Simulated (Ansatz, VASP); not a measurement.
One calculation of H, two programs

```
CELL_PARAMETERS angstrom
4.05390 0.00000 0.00000
-2.02695 3.51078 0.00000
0.00000 0.00000 4.52846
ATOMIC_POSITIONS crystal
H 0.33333 0.66667 0.17650
H 0.66667 0.33333 0.67650
H 0.66667 0.33333 0.82350
H 0.33333 0.66667 0.32350
```

Alike in both runs: task single point; functional PBEsol; k mesh 9 × 9 × 6; occupations gaussian, width 0.05 eV; no spin polarisation.

|  | VASP | Ansatz |
| --- | --- | --- |
| version | VASP 6.6.1 | Ansatz 0.2.0 |
| potentials or method | VASP PAW PBE potentials, release 64 (H) | scalar-relativistic, plane waves, PAW |
| plane-wave cutoff (eV) | 520 | 420 |
| valence electrons in the cell | 4 | 4 |

|  | VASP | Ansatz | Ansatz less VASP |
| --- | --- | --- | --- |
| gap on the k mesh at the Fermi level (eV) | 10.20 | 10.20 | +0.001 |
| least direct gap on the mesh (eV) | 10.63 | 10.63 | +0.001 |
| pressure (GPa) | 4.6 | 4.7 | +0.12 |
| largest component of the traceless stress (GPa) | 9.38 | 9.33 | -0.043 |
| rms of the force components (eV/Å) | 2.453 | 2.437 | -0.0168 |

Atom by atom the forces differ by 0.017 eV/Å (rms over components).

Caveats: the PAW data sets were made with another functional, which shifts forces and pressure a little (VASP); an odd mesh through Γ misses points on the zone boundary, where band edges often lie. PBEsol gaps usually lie below the measured ones, often by a third to a half.
